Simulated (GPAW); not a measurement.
The system is GaN.

```xyz
4
Lattice="3.1800 0.0000 0.0000 -1.5900 2.7540 0.0000 0.0000 0.0000 5.1660" Properties=species:S:1:pos:R:3 pbc="T T T"
Ga    1.5900    0.9180    2.5830
Ga    0.0000    1.8360    0.0000
N     1.5900    0.9180    4.5203
N     0.0000    1.8360    1.9373
```

* Program: GPAW 26.7.0
* Task: relaxation of cell and atoms
* Functional: BP86
* Dispersion: D3(BJ)
* Potentials or basis: PAW data sets generated in the run's folder for this functional
* Cutoff: 800 eV
* Basis: pw
* k mesh: 7 × 7 × 4
* Occupations: fermi-dirac, width 0.05 eV
* Spin: no spin polarisation

At the start: pressure 6.8 GPa; volume 11.31 Å³/atom.

Problem. Where does the relaxation end?

Solution. Over 5 steps the energy falls by 9.3 meV/atom and the volume is 11.67 Å³/atom (+3.2 %); space group P6_3mc (No. 186, to 0.05 Å).

Step by step:
```csv
step,energy change (eV),largest force (eV/Å),pressure (GPa),volume (Å³)
1,0.0000,0.1770,6.82,45.24
2,-0.0116,0.0823,5.61,45.48
3,-0.0341,0.1138,1.25,46.39
4,-0.0361,0.0877,0.42,46.58
5,-0.0371,0.0265,-0.07,46.69
```

Final structure:
```
Ga N
1.0
     3.21175    0.00000    0.00000
    -1.60588    2.78146    0.00000
     0.00000    0.00000    5.22628
Ga N
2 2
Direct
  0.66667 0.33333 0.49892
  0.33333 0.66667 0.99892
  0.66667 0.33333 0.87609
  0.33333 0.66667 0.37608
```

Caveat: the data sets keep Ga 3d, Li 1s and Be 1s frozen, and some such compounds lay over 1.5 % in volume off other programs; later steps reuse the first step's grids.
